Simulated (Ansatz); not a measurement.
SnO2:

```xyz
6
Lattice="4.7880 0.0000 0.0000 0.0000 4.8666 0.0000 0.0000 0.0000 3.2409" Properties=species:S:1:pos:R:3 pbc="T T T"
Sn    0.0000    0.0000    0.0000
Sn    2.3940    2.4333    1.6204
O     3.3906    3.3042    0.0000
O     0.9966    3.9957    1.6204
O     3.7914    0.8709    1.6204
O     1.3974    1.5624    0.0000
```

The cell is a database's computed one.

Program: Ansatz 0.2.0. Alike in all runs: task band structure; potentials or basis Ansatz PAW; no spin polarisation; cell as given; k mesh 5 × 5 × 6; smearing fermi-dirac 0.05 eV.

Order these runs on this cell by their band gap on the k mesh, lowest first.
A. level r2SCAN; cutoff (eV) 500
B. level RPBE; cutoff (eV) 420
C. level PBEsol; cutoff (eV) 420

C (0.73 eV), B (0.89 eV), A (1.40 eV).

Caveats: spin-orbit coupling is left out, which moves the levels of the heavy elements.
